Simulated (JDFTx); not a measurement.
# ZnSe (Stilleite) (F-43m) in JDFTx: equation of state

How stiff is ZnSe (Stilleite) in PBE, and what volume does it want? The cell is scaled to several volumes.

All numbers are computed with JDFTx 1.7.0 (patched build); they aren't measurements. Logs are shortened: lines on timing, memory, paths and dates and some standing lists are left out, and cuts for length are marked. The log counts tension as positive stress, the text compression.

**1. The crystal as given**

Symmetry: F-43m, No. 216, cubic system. The conventional cell has a = 5.668 Å, b = 5.668 Å, c = 5.668 Å, α = 90.00°, β = 90.00°, γ = 90.00°. Se (site symmetry -43m) is surrounded by 4 Zn at 2.45 Å. Around Zn (site symmetry -43m) lie 4 Se at 2.45 Å.

**2. Equation of state, PBE, 21.39 Å³/atom (volume scaled by 0.94)**

ZnSe.in

```
lattice \
    0.0000000000     5.2457873425     5.2457873425 \
    5.2457873425     0.0000000000     5.2457873425 \
    5.2457873425     5.2457873425     0.0000000000
coords-type Lattice
ion Se     0.7500000000     0.7500000000     0.7500000000 1
ion Zn     0.0000000000     0.0000000000     0.0000000000 1

ion-species pseudo/Se.upf
ion-species pseudo/Zn.upf
elec-cutoff 43 344
elec-ex-corr gga-PBE
kpoint-folding 8 8 8
elec-smearing Fermi 0.0018374661
elec-n-bands 25
electronic-SCF nIterations 100 energyDiffThreshold 1e-09
electronic-minimize nIterations 30 energyDiffThreshold 1e-7
forces-output-coords Cartesian

dump-name run.$VAR
dump End Ecomponents EigStats BandEigs Kpoints Forces Stress
```

Potentials or basis: PseudoDojo-SR-PBE-0.5-standard with smoothed tails.

On the command line:

```sh
> jdftx -c 1 -i ZnSe.in -o ZnSe.out
```

Log:

```text
*************** JDFTx 1.7.0 (patched build) ***************

Input parsed successfully to the following command list (including defaults):
[... the input with its defaults ...]

---------- Setting up symmetries ----------

Found 48 point-group symmetries of the bravais lattice
Found 24 space-group symmetries with basis
Applied RMS atom displacement 0 bohrs to make symmetries exact.

---------- Initializing the Grid ----------
R =
[            0      5.24579      5.24579  ]
[      5.24579            0      5.24579  ]
[      5.24579      5.24579            0  ]
unit cell volume = 288.71
G =
[  -0.598879   0.598879   0.598879  ]
[   0.598879  -0.598879   0.598879  ]
[   0.598879   0.598879  -0.598879  ]
Minimum fftbox size, Smin = [  64  64  64  ]
Chosen fftbox size, S = [  64  64  64  ]

---------- Initializing tighter grid for wavefunction operations ----------
R =
[            0      5.24579      5.24579  ]
[      5.24579            0      5.24579  ]
[      5.24579      5.24579            0  ]
unit cell volume = 288.71
G =
[  -0.598879   0.598879   0.598879  ]
[   0.598879  -0.598879   0.598879  ]
[   0.598879   0.598879  -0.598879  ]
Minimum fftbox size, Smin = [  44  44  44  ]
Chosen fftbox size, S = [  48  48  48  ]

---------- Exchange Correlation functional ----------
Initalized PBE GGA exchange.
Initalized PBE GGA correlation.

---------- Setting up pseudopotentials ----------
Width of ionic core gaussian charges (only for fluid interactions / plotting) set to 0

Reading pseudopotential file 'pseudo/Se.upf':
  'Se' pseudopotential, 'PBE' functional
  Generated using ONCVPSP code by D. R. Hamann
  16 valence electrons, 3 orbitals, 6 projectors, 1001 radial grid points, with lMax = 2
    3D    l: 2   occupation: 10.0   eigenvalue: -1.952304
    4S    l: 0   occupation:  2.0   eigenvalue: -0.635300
    4P    l: 1   occupation:  4.0   eigenvalue: -0.239292
  Core radius for overlap checks: 1.83 bohrs.

Reading pseudopotential file 'pseudo/Zn.upf':
  'Zn' pseudopotential, 'PBE' functional
  Generated using ONCVPSP code by D. R. Hamann
  20 valence electrons, 4 orbitals, 6 projectors, 1001 radial grid points, with lMax = 2
    3S    l: 0   occupation:  2.0   eigenvalue: -4.749201
    3P    l: 1   occupation:  6.0   eigenvalue: -3.064985
    3D    l: 2   occupation: 10.0   eigenvalue: -0.372654
    4S    l: 0   occupation:  2.0   eigenvalue: -0.219719
  Core radius for overlap checks: 1.79 bohrs.

Initialized 2 species with 2 total atoms.

Folded 1 k-points by 8x8x8 to 512 k-points.

---------- Setting up k-points, bands, fillings ----------
Adding inversion symmetry to k-mesh for non-inversion-symmetric unit cell.
Reduced to 29 k-points under symmetry.
Computing the number of bands and number of electrons
Calculating initial fillings.
nElectrons:  36.000000   nBands: 25   nStates: 29

----- Setting up reduced wavefunction bases (one per k-point) -----
average nbasis = 3887.740 , ideal nbasis = 3888.291

---------- Setting up ewald sum ----------
Optimum gaussian width for ewald sums = 2.382546 bohr.
Real space sum over 1331 unit cells with max indices [  5  5  5  ]
Reciprocal space sum over 2197 terms with max indices [  6  6  6  ]

---------- Allocating electronic variables ----------
Initializing wave functions:  linear combination of atomic orbitals
Note: number of bands (25) exceeds available atomic orbitals (19)
Se pseudo-atom occupations:   s ( 2 )  p ( 4 )  d ( 10 )
Zn pseudo-atom occupations:   s ( 2 2 )  p ( 6 )  d ( 10 )
	FillingsUpdate:  mu: +0.405921799  nElectrons: 36.000000
LCAOMinimize: Iter:   0  F: -317.8652683760665809  |grad|_K:  1.862e-03  alpha:  1.000e+00
	FillingsUpdate:  mu: +0.389176869  nElectrons: 36.000000
LCAOMinimize: Iter:   1  F: -317.8841279780615992  |grad|_K:  3.155e-05  alpha:  5.954e-01  linmin: -9.202e-03  cgtest:  6.892e-03
	FillingsUpdate:  mu: +0.389181725  nElectrons: 36.000000
LCAOMinimize: Iter:   2  F: -317.8841366559573203  |grad|_K:  1.777e-06  alpha:  9.609e-01  linmin: -4.218e-03  cgtest:  4.361e-02
	FillingsUpdate:  mu: +0.389203690  nElectrons: 36.000000
LCAOMinimize: Iter:   3  F: -317.8841366784610614  |grad|_K:  2.959e-07  alpha:  7.864e-01  linmin:  8.481e-06  cgtest: -2.728e-03
	FillingsUpdate:  mu: +0.389202018  nElectrons: 36.000000
LCAOMinimize: Iter:   4  F: -317.8841366790456959  |grad|_K:  6.105e-08  alpha:  7.365e-01  linmin: -6.843e-03  cgtest:  3.729e-02
LCAOMinimize: Converged (|Delta F|<1.000000e-06 for 2 iters).

-------- Electronic minimization -----------
Will mix electronic density at each iteration.
	FillingsUpdate:  mu: +0.389202018  nElectrons: 36.000000
	FillingsUpdate:  mu: +0.379461699  nElectrons: 36.000000
SCF: Cycle:  0   F: -317.957624117936518   dF: -7.349e-02   |Residual|: 9.031e-02   |deigs|: 1.695e-01
	FillingsUpdate:  mu: +0.373812403  nElectrons: 36.000000
SCF: Cycle:  1   F: -317.968223773867464   dF: -1.060e-02   |Residual|: 3.840e-02   |deigs|: 2.326e-02
	FillingsUpdate:  mu: +0.371975142  nElectrons: 36.000000
SCF: Cycle:  2   F: -317.969191725259918   dF: -9.680e-04   |Residual|: 9.700e-03   |deigs|: 8.659e-03
	FillingsUpdate:  mu: +0.372826768  nElectrons: 36.000000
SCF: Cycle:  3   F: -317.969208950654320   dF: -1.723e-05   |Residual|: 3.303e-03   |deigs|: 1.042e-03
	FillingsUpdate:  mu: +0.373540226  nElectrons: 36.000000
SCF: Cycle:  4   F: -317.969214692842343   dF: -5.742e-06   |Residual|: 8.284e-04   |deigs|: 1.209e-03
	FillingsUpdate:  mu: +0.373575245  nElectrons: 36.000000
SCF: Cycle:  5   F: -317.969215256624238   dF: -5.638e-07   |Residual|: 4.338e-04   |deigs|: 1.239e-04
	FillingsUpdate:  mu: +0.373684267  nElectrons: 36.000000
SCF: Cycle:  6   F: -317.969215500886435   dF: -2.443e-07   |Residual|: 6.683e-05   |deigs|: 1.316e-04
	FillingsUpdate:  mu: +0.373681590  nElectrons: 36.000000
SCF: Cycle:  7   F: -317.969215539389609   dF: -3.850e-08   |Residual|: 3.667e-05   |deigs|: 3.455e-05
	FillingsUpdate:  mu: +0.373685962  nElectrons: 36.000000
SCF: Cycle:  8   F: -317.969215551896241   dF: -1.251e-08   |Residual|: 1.271e-05   |deigs|: 3.055e-05
	FillingsUpdate:  mu: +0.373684954  nElectrons: 36.000000
SCF: Cycle:  9   F: -317.969215556088955   dF: -4.193e-09   |Residual|: 9.952e-06   |deigs|: 3.356e-05
	FillingsUpdate:  mu: +0.373685073  nElectrons: 36.000000
SCF: Cycle: 10   F: -317.969215557510267   dF: -1.421e-09   |Residual|: 3.855e-06   |deigs|: 3.198e-05
	FillingsUpdate:  mu: +0.373684808  nElectrons: 36.000000
SCF: Cycle: 11   F: -317.969215558012195   dF: -5.019e-10   |Residual|: 2.265e-06   |deigs|: 3.011e-05
	FillingsUpdate:  mu: +0.373684769  nElectrons: 36.000000
SCF: Cycle: 12   F: -317.969215558190683   dF: -1.785e-10   |Residual|: 9.228e-07   |deigs|: 2.540e-05
SCF: Converged (|Delta E|<1.000000e-09 for 2 iters).

Setting wave functions to eigenvectors of Hamiltonian

# Stress tensor in Cartesian coordinates [Eh/a0^3]:
[ -0.000230485            0            0  ]
[            0 -0.000230485            0  ]
[            0            0 -0.000230485  ]

# Ionic positions in lattice coordinates:
ion Se   0.750000000000000   0.750000000000000   0.750000000000000 1
ion Zn   0.000000000000000   0.000000000000000   0.000000000000000 1

# Forces in Cartesian coordinates:
force Se  -0.000000000000000   0.000000000000000   0.000000000000000 1
force Zn  -0.000000000000000   0.000000000000000  -0.000000000000000 1

# Energy components:
   Eewald =     -167.7969536103355779
       EH =      122.6109872816880539
     Eloc =     -308.0412793444761519
      Enl =     -101.2308169264970843
      Exc =      -46.7267259169289559
 Exc_core =       12.3586117854504653
       KE =      170.8569611729999735
-------------------------------------
     Etot =     -317.9692155580992221
       TS =        0.0000000000914738
-------------------------------------
        F =     -317.9692155581906832

IonicMinimize: Iter:   0  F: -317.969215558190683  |grad|_K:  8.460e-36
IonicMinimize: Converged (|grad|_K<1.000000e-04).

#--- Lowdin population analysis ---
# oxidation-state Se -1.013
# oxidation-state Zn +1.232

Dumping 'run.eigStats' ...
	eMin: -4.264096 at state 0 ( [ +0.000000 +0.000000 +0.000000 ] spin 0 )
	HOMO: +0.344134 at state 0 ( [ +0.000000 +0.000000 +0.000000 ] spin 0 )
	mu  : +0.373685
	LUMO: +0.400848 at state 0 ( [ +0.000000 +0.000000 +0.000000 ] spin 0 )
	eMax: +0.936593 at state 17 ( [ +0.000000 +0.375000 +0.375000 ] spin 0 )
	HOMO-LUMO gap: +0.056713
	Optical gap  : +0.056713 at state 0 ( [ +0.000000 +0.000000 +0.000000 ] spin 0 )
Done!
[note: the Lowdin charges miss the electrons that lie outside the files' atomic orbitals]
[note: mu as printed may lie anywhere between the filled and the empty levels]
```

Run time: 2.7 min. Hardware: 1 thread of Arm Neoverse V1, shared host; peak memory 0.17 GiB.

What came out:

* Free energy: -8652.3831 eV
* Pressure: 6.8 GPa
* Band gap on the k mesh: 1.54 eV, direct

**3. Equation of state, PBE, 21.85 Å³/atom (volume scaled by 0.96)**

Edit ZnSe.in of step 2 so:

```diff
@@ -1,5 +1,5 @@
 lattice \
-    0.0000000000     5.2457873425     5.2457873425 \
-    5.2457873425     0.0000000000     5.2457873425 \
-    5.2457873425     5.2457873425     0.0000000000
+    0.0000000000     5.2827307240     5.2827307240 \
+    5.2827307240     0.0000000000     5.2827307240 \
+    5.2827307240     5.2827307240     0.0000000000
 coords-type Lattice
```

Potentials or basis: PseudoDojo-SR-PBE-0.5-standard with smoothed tails.

On the command line:

```sh
> jdftx -c 1 -i ZnSe.in -o ZnSe.out
```

Wall time 2.8 min (1 thread of Arm Neoverse V1, shared host); peak memory 0.17 GiB.

It converged, with:

| Quantity | Value |
| --- | --- |
| Free energy | -8652.4167 eV |
| Pressure | 5.1 GPa |
| Band gap on the k mesh | 1.46 eV, direct |

**4. Equation of state, PBE, 22.30 Å³/atom (volume scaled by 0.98)**

Edit ZnSe.in of step 3 so:

```diff
@@ -1,5 +1,5 @@
 lattice \
-    0.0000000000     5.2827307240     5.2827307240 \
-    5.2827307240     0.0000000000     5.2827307240 \
-    5.2827307240     5.2827307240     0.0000000000
+    0.0000000000     5.3191645011     5.3191645011 \
+    5.3191645011     0.0000000000     5.3191645011 \
+    5.3191645011     5.3191645011     0.0000000000
 coords-type Lattice
```

On the command line:

```sh
> jdftx -c 1 -i ZnSe.in -o ZnSe.out
```

It took 2.8 min on 1 thread of Arm Neoverse V1, shared host; peak memory 0.17 GiB.

It converged, with:

```yaml
Free_energy: -8652.4409 eV
Pressure: 3.5 GPa
Band_gap_on_the_k_mesh: 1.37 eV, direct
```

**5. Equation of state, PBE, 22.76 Å³/atom**

Edit ZnSe.in of step 4 so:

```diff
@@ -1,5 +1,5 @@
 lattice \
-    0.0000000000     5.3191645011     5.3191645011 \
-    5.3191645011     0.0000000000     5.3191645011 \
-    5.3191645011     5.3191645011     0.0000000000
+    0.0000000000     5.3551058920     5.3551058920 \
+    5.3551058920     0.0000000000     5.3551058920 \
+    5.3551058920     5.3551058920     0.0000000000
 coords-type Lattice
```

On the command line:

```sh
> jdftx -c 1 -i ZnSe.in -o ZnSe.out
```

Wall time 2.7 min (1 thread of Arm Neoverse V1, shared host); peak memory 0.17 GiB.

The run converged. Its results:

- Free energy: -8652.4567 eV
- Pressure: 2.1 GPa
- Band gap on the k mesh: 1.29 eV, direct

**6. Equation of state, PBE, 23.21 Å³/atom (volume scaled by 1.02)**

Edit ZnSe.in of step 5 so:

```diff
@@ -1,5 +1,5 @@
 lattice \
-    0.0000000000     5.3551058920     5.3551058920 \
-    5.3551058920     0.0000000000     5.3551058920 \
-    5.3551058920     5.3551058920     0.0000000000
+    0.0000000000     5.3905712030     5.3905712030 \
+    5.3905712030     0.0000000000     5.3905712030 \
+    5.3905712030     5.3905712030     0.0000000000
 coords-type Lattice
```

Potentials or basis: PseudoDojo-SR-PBE-0.5-standard with smoothed tails.

On the command line:

```sh
> jdftx -c 1 -i ZnSe.in -o ZnSe.out
```

Wall time 2.8 min (1 thread of Arm Neoverse V1, shared host); peak memory 0.18 GiB.

The run converged. Its results:

```
Free energy            : -8652.4651 eV
Pressure               : 0.8 GPa
Band gap on the k mesh : 1.21 eV, direct
```

**7. Equation of state, PBE, 23.67 Å³/atom (volume scaled by 1.04)**

Edit ZnSe.in of step 6 so:

```diff
@@ -1,5 +1,5 @@
 lattice \
-    0.0000000000     5.3905712030     5.3905712030 \
-    5.3905712030     0.0000000000     5.3905712030 \
-    5.3905712030     5.3905712030     0.0000000000
+    0.0000000000     5.4255758928     5.4255758928 \
+    5.4255758928     0.0000000000     5.4255758928 \
+    5.4255758928     5.4255758928     0.0000000000
 coords-type Lattice
```

On the command line:

```sh
> jdftx -c 1 -i ZnSe.in -o ZnSe.out
```

Wall time 2.9 min (1 thread of Arm Neoverse V1, shared host); peak memory 0.2 GiB.

The run converged. Its results:

- Free energy: -8652.4666 eV
- Pressure: -0.3 GPa
- Band gap on the k mesh: 1.13 eV, direct

**8. Equation of state, PBE, 24.12 Å³/atom (volume scaled by 1.06)**

Edit ZnSe.in of step 7 so:

```diff
@@ -1,5 +1,5 @@
 lattice \
-    0.0000000000     5.4255758928     5.4255758928 \
-    5.4255758928     0.0000000000     5.4255758928 \
-    5.4255758928     5.4255758928     0.0000000000
+    0.0000000000     5.4601346329     5.4601346329 \
+    5.4601346329     0.0000000000     5.4601346329 \
+    5.4601346329     5.4601346329     0.0000000000
 coords-type Lattice
```

On the command line:

```sh
> jdftx -c 1 -i ZnSe.in -o ZnSe.out
```

It took 2.9 min on 1 thread of Arm Neoverse V1, shared host; peak memory 0.2 GiB.

The run converged. Its results:

```
Free energy            : -8652.4621 eV
Pressure               : -1.3 GPa
Band gap on the k mesh : 1.06 eV, direct
```

**9. Equation of state, PBE**

Potentials or basis: PseudoDojo-SR-PBE-0.5-standard with smoothed tails.

This step only gathers the single runs of the series.

What came out:

```
Equilibrium volume                      : 23.55 Å³/atom
Bulk modulus                            : 57 GPa
Pressure derivative of the bulk modulus : 4.6
```

Energy against volume, from the lowest point:
| volume (Å³/atom) | energy (meV/atom) |
| --- | --- |
| 21.391 | 41.74 |
| 21.846 | 24.97 |
| 22.301 | 12.84 |
| 22.757 | 4.94 |
| 23.212 | 0.78 |
| 23.667 | 0.00 |
| 24.122 | 2.25 |
